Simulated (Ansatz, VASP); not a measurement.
Two plane-wave programs on Pb

```
Pb
1.0
     0.00000    2.47502    2.47502
     2.47502    0.00000    2.47502
     2.47502    2.47502    0.00000
Pb
1
Direct
  0.00000 0.00000 0.00000
```

Alike in both runs: task relaxation of cell and atoms; functional PBE; k mesh 9 × 9 × 9; occupations fermi-dirac, width 0.05 eV; no spin polarisation.

|  | VASP | Ansatz |
| --- | --- | --- |
| version | VASP 6.6.1 | Ansatz 0.2.0 |
| potentials or method | VASP PAW PBE potentials, release 54 (Pb_d) | Ansatz PAW |
| plane-wave cutoff (eV) | 600 | 420 |
| valence electrons in the cell | 14 | 14 |

Ansatz gave:

| Property | Result |
| --- | --- |
| gap on the k mesh at the Fermi level, each at its own relaxed structure (eV) | none |
| relaxed volume (Å³/atom) | 31.88 |
| relaxed cell length with the largest relative difference (Å) | 3.559 |
| energy change over the relaxation (meV/atom) | -10 |

**Question.** Estimate VASP's values.

**Answer.** gap on the k mesh at the Fermi level, each at its own relaxed structure (eV): none; relaxed volume (Å³/atom): 31.84; relaxed cell length with the largest relative difference (Å): 3.558; energy change over the relaxation (meV/atom): -10.

A gap of «none» marks a metal or a gap that the smearing closes.

Caveats: the plane-wave basis is chosen anew once the cell has moved, so the energies of steps on either side of that aren't comparable (Ansatz). The runs have no spin-orbit coupling, so splittings on Pb are missing. Zero-point motion and thermal expansion aren't in these numbers.
